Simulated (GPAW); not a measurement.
Write an ASE script for GPAW 26.7.0 that does the following.

```
Task                : relaxation of the atoms
Functional          : PBE
Potentials or basis : GPAW PAW data sets (gpaw-data 1.2.1)
Cutoff              : 600 eV
Basis               : pw
k mesh              : 8 × 8 × 8
Occupations         : fermi-dirac, width 0.05 eV
Spin                : no spin polarisation
Maxiter             : 150
Optimizer           : BFGS
Fmax                : 0.02 eV/Å
Max steps           : 60
Convergence         : density=1e-05 forces=0.0001
```

The system is GaP.

```
Ga P
1.0
     0.00000    2.72525    2.72525
     2.61624    0.00000    2.72525
     2.61624    2.72525    0.00000
Ga P
1 1
Direct
  0.00000 0.00000 0.00000
  0.75000 0.75000 0.75000
```

The cell isn't the ideal one: strain = -0.04.

One way to write it, as run:

run.py

```python
from ase import Atoms
from ase.io import write
from ase.optimize import BFGS
from gpaw import GPAW, PW

atoms = Atoms(['Ga', 'P'],
              cell=[[0.0, 2.72525, 2.72525],
                    [2.61624, 0.0, 2.72525],
                    [2.61624, 2.72525, 0.0]],
              scaled_positions=[[0.0, 0.0, 0.0],
                                [0.75, 0.75, 0.75]],
              pbc=True)

calc = GPAW(mode=PW(600),
            xc='PBE',
            kpts={'size': (8, 8, 8), 'gamma': True},
            occupations={'name': 'fermi-dirac', 'width': 0.05},
            nbands=11,
            convergence={'density': 1e-05, 'forces': 0.0001},
            maxiter=150,
            txt='gpaw.txt')
atoms.calc = calc
opt = BFGS(atoms, trajectory='relax.traj', logfile='-')
done = opt.run(fmax=0.02, steps=60)
calc.write('gs.gpw')
write('result.traj', atoms)
print('Converged:', done)
print('Cell:', atoms.cell.cellpar().round(4))
print('Volume:', round(atoms.get_volume(), 4))
print(atoms.get_scaled_positions().round(5))
```

Potentials or basis: GPAW PAW data sets (gpaw-data 1.2.1), pw.

Command:

```bash
$ OMP_NUM_THREADS=1 python run.py
```

Results of the run:

```
Band gap on the k mesh : 1.21 eV, indirect (least direct gap 2.08 eV)
```

Caveat: the density grid can change from cell to cell, which puts small steps into energies and stress; the relaxation stopped at its first step, so nothing moved; later steps reuse the first step's grids.

It took 14 s on 1 thread of Arm Neoverse V2 (shared host), peak memory 0.16 GiB.
